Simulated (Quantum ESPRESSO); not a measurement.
P, a slab with vacuum:

```
P
1.0
     3.28373    0.00000    0.00000
     0.00000   34.85703    0.00000
     0.00000    0.00000    4.63208
P
4
Direct
  0.50000 0.97026 0.90785
  0.50000 0.02974 0.09215
  0.00000 0.02974 0.40785
  0.00000 0.97026 0.59215
```

Base run:

- Program: Quantum ESPRESSO 7.5
- Functional: PBEsol
- Potentials or basis: GBRV 1.5 PBEsol
- Cutoff: 612 eV
- Density cutoff: 4898 eV
- k mesh: 8 × 1 × 6
- Occupations: fermi-dirac, width 0.05 eV
- Spin: no spin polarisation

Its results: band gap on the k mesh 0.88 eV, direct; largest force 0.271 eV/Å.

Q: The run is repeated on the same cell with these changes: functional from PBEsol to r2SCAN; potentials or basis from GBRV 1.5 PBEsol to SG15 PBE 1.2; cutoff from 612 eV to 599 eV; density cutoff from 4898 eV to 2395 eV. What comes out?

A: Band gap on the k mesh 1.08 eV, direct; largest force 0.238 eV/Å.

Caveats: the potentials were made for another functional, which shifts forces and pressure (some runs).
